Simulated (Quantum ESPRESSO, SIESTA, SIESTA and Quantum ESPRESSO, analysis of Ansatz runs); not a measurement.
## Levels of B_Si in SiC (F-43m), rung by rung (SIESTA and Quantum ESPRESSO)

Question: at which Fermi levels does B_Si in SiC (F-43m) change its charge, and how much of the answer depends on the basis and the program? The model is a cell of 54 host atoms with 1 Si taken out and 1 B put in.

Calculated with SIESTA and Quantum ESPRESSO; SIESTA numerical-orbital DFT, PBEsol, DZP basis, PseudoDojo 0.4.1 potentials converted to PSML; charged supercells in a uniform background, point-charge correction with alignment at far sites.

### Step 1. Set-up

The cell holds 54 atoms: 26 Si, 27 C and 1 B. Its edges and angles: a = 9.283 Å, b = 9.283 Å, c = 9.283 Å, α = 60.0°, β = 60.0°, γ = 60.0°. It derives from SiC (space group F-43m). Nearest the centre at fractional (0.333, 0.667, 0.667): B35 at 0.00 Å, C36 at 1.89 Å, C18 at 1.89 Å, C30 at 1.89 Å, C34 at 1.89 Å, Si25 at 3.09 Å, Si13 at 3.09 Å, Si21 at 3.09 Å.

As a file:

```xyz
54
Lattice="0.0000 6.5644 6.5644 6.5644 0.0000 6.5644 6.5644 6.5644 0.0000" Properties=species:S:1:pos:R:3 pbc="T T T"
Si    0.0000    0.0000    0.0000
C     1.0941    1.0941    1.0941
Si    2.1882    2.1882    0.0000
C     3.2822    3.2822    1.0941
Si    4.3763    4.3763    0.0000
C     5.4703    5.4703    1.0941
Si    2.1882    0.0000    2.1882
C     3.2822    1.0941    3.2822
Si    4.3763    2.1882    2.1882
C     5.4703    3.2822    3.2822
Si    6.5644    4.3763    2.1882
C     7.6585    5.4703    3.2822
Si    4.3763    0.0000    4.3763
C     5.4703    1.0941    5.4703
Si    6.5644    2.1882    4.3763
C     7.6585    3.2822    5.4703
Si    8.7526    4.3763    4.3763
C     9.8466    5.4703    5.4703
Si    0.0000    2.1882    2.1882
C     1.0941    3.2822    3.2822
Si    2.1882    4.3763    2.1882
C     3.2822    5.4703    3.2822
Si    4.3763    6.5644    2.1882
C     5.4703    7.6585    3.2822
Si    2.1882    2.1882    4.3763
C     3.2822    3.2822    5.4703
Si    4.3763    4.3763    4.3763
C     5.4703    5.4703    5.4703
Si    6.5644    6.5644    4.3763
C     7.6585    7.6585    5.4703
Si    4.3763    2.1882    6.5644
C     5.4703    3.2822    7.6585
Si    6.5644    4.3763    6.5644
C     7.6585    5.4703    7.6585
B     8.7526    6.5644    6.5644
C     9.8466    7.6585    7.6585
Si    0.0000    4.3763    4.3763
C     1.0941    5.4703    5.4703
Si    2.1882    6.5644    4.3763
C     3.2822    7.6585    5.4703
Si    4.3763    8.7526    4.3763
C     5.4703    9.8466    5.4703
Si    2.1882    4.3763    6.5644
C     3.2822    5.4703    7.6585
Si    4.3763    6.5644    6.5644
C     5.4703    7.6585    7.6585
Si    6.5644    8.7526    6.5644
C     7.6585    9.8466    7.6585
Si    4.3763    4.3763    8.7526
C     5.4703    5.4703    9.8466
Si    6.5644    6.5644    8.7526
C     7.6585    7.6585    9.8466
Si    8.7526    8.7526    8.7526
C     9.8466    9.8466    9.8466
```

Known beforehand: the electronic dielectric constant, 7.10, and the static one, 10.43, from a response run on this crystal (DFPT, PBEsol, Quantum ESPRESSO) at that run's own cell.

The cell's shortest repeat is 9.3 Å.

The primitive cell was relaxed at this level beforehand, to 20.95 Å³.

The defect-free supercell was relaxed beforehand, from displaced atoms: they ended at most 0.01 Å from the sites they started about, so the symmetric structure holds.

### Step 2. Band edges

Levels are counted from the valence top, which comes from the unit cell, dense mesh; the energy of the host comes from the defect-free supercell at the defects' own k-points, so that the host's part of the sampling error cancels.

host.fdf reads:

```
SystemName                      SiC
SystemLabel                     host
NumberOfSpecies                 2
NumberOfAtoms                   2
%block ChemicalSpeciesLabel
  1   14 Si
  2    6 C
%endblock ChemicalSpeciesLabel
LatticeConstant                 1.0 Ang
%block LatticeVectors
     0.000001000     2.188136000     2.188136000
     2.188136000     0.000001000     2.188136000
     2.188136000     2.188136000     0.000001000
%endblock LatticeVectors
AtomicCoordinatesFormat         Fractional
%block AtomicCoordinatesAndAtomicSpecies
     0.000003199     0.000003199     0.000003199  1
     0.249996972     0.249996972     0.249996972  2
%endblock AtomicCoordinatesAndAtomicSpecies
%block kgrid.MonkhorstPack
   12   0   0  0.00
    0  12   0  0.00
    0   0  12  0.00
%endblock kgrid.MonkhorstPack
XC.Functional                   GGA
XC.Authors                      PBEsol
PAO.BasisSize                   DZP
PAO.EnergyShift                 0.005 Ry
Mesh.Cutoff                     300 Ry
OccupationFunction              FD
ElectronicTemperature           0.01 eV
MaxSCFIterations                150
SCF.MustConverge                true
SCF.Mixer.Method                Pulay
SCF.Mixer.Weight                0.2
SCF.Mixer.History               10
SCF.DM.Tolerance                1.0e-4
SCF.H.Tolerance                 1.0e-3 eV
WriteForces                     true
Charge.Mulliken                 end
```

Run with:

```
OMP_NUM_THREADS=1 siesta host.fdf > host.out
```

What it wrote:

```text
Version         : 5.4.2

                           ***********************
                           *  WELCOME TO SIESTA  *
                           ***********************

[...]
reinit: Reading from file host.fdf

reinit: -----------------------------------------------------------------------
reinit: System Name: SiC
reinit: -----------------------------------------------------------------------
reinit: System Label: host
reinit: -----------------------------------------------------------------------

initatom: Reading input for the pseudopotentials and atomic orbitals ----------
Species number:   1 Atomic number:   14 Label: Si
Species number:   2 Atomic number:    6 Label: C

[... pseudopotential checks and orbital generation ...]

prinput: Basis input

PAO.BasisType split

%block ChemicalSpeciesLabel
    1   14 Si                      # Species index, atomic number, species label
    2    6 C                       # Species index, atomic number, species label
%endblock ChemicalSpeciesLabel

%block PAO.Basis                 # Define Basis set
# WARNING: This information might be incomplete!
[...]
(Free)E + p*V (eV/cell)     -278.7432
Target enthalpy (eV/cell)     -278.7457
[...]
siesta: Final energy (eV):
siesta:  Band Struct. =    -101.151306
siesta:       Kinetic =     156.951378
siesta:       Hartree =      31.268314
siesta:         Exch. =     -90.540145
siesta:         Corr. =     -11.300426
siesta:   Exch.-corr. =    -101.840571
siesta:  Ion-electron =    -210.155603
siesta:       Ion-ion =    -154.969201
siesta:         Total =    -278.745682
siesta:         Fermi =      -6.333765
[...]
siesta: Stress tensor (static) (eV/Ang**3):
siesta:    -0.000116   -0.000014   -0.000014
siesta:    -0.000014   -0.000116   -0.000014
siesta:    -0.000014   -0.000014   -0.000116
[...]
siesta: Cell volume =         20.953310 Ang**3
[...]
siesta: Pressure (static):
siesta:                Solid            Molecule  Units
siesta:           0.00000127          0.00000094  Ry/Bohr**3
siesta:           0.00011615          0.00008588  eV/Ang**3
siesta:           0.18609308          0.13758814  kBar
[...]
mulliken: Qtot =        8.000

Mulliken Atomic Populations:
Atom #   charge [q] valence [e]  Species
     1    -0.114310    4.114310  Si
     2     0.114310    3.885690  C
 Total     0.000000

Job completed
```

It took 22 s on 1 MPI rank of Arm Neoverse V2, shared host; peak memory 0.19 GiB.

The gap at this level is 1.23 eV.

Test of the sampling: at one point at (¼, ¼, ¼) the host's energy lies 128 meV an atom above its value on the primitive cell's dense mesh, too far, so all defect runs take a 2×2×2 mesh.

[end of part 1 of 3]

[Logs are printed without paths, hosts, clocks, repeated set-up lines and the standing remarks that a program may print on its own settings, such as how far it seeks lower states.]

[Hosts, paths, dates, database ids (printed as entryN), source tags and the programs' standing remarks are cut or masked in the printed files.]

[For some hosts the program warned that the k-mesh of the response run may be too coarse for force constants and the static dielectric constant; such warnings are not shown here.]

[Charge tables in the logs are Mulliken or Hirshfeld populations, whose sizes and signs can differ; where basis functions stand at a vacancy, SIESTA counts their charge against the missing atom's valence.]

[In relaxation paths of CP2K, step 0 can be the structure after the first move, since the trajectory file begins there, and the last row can be the final structure solved once more.]
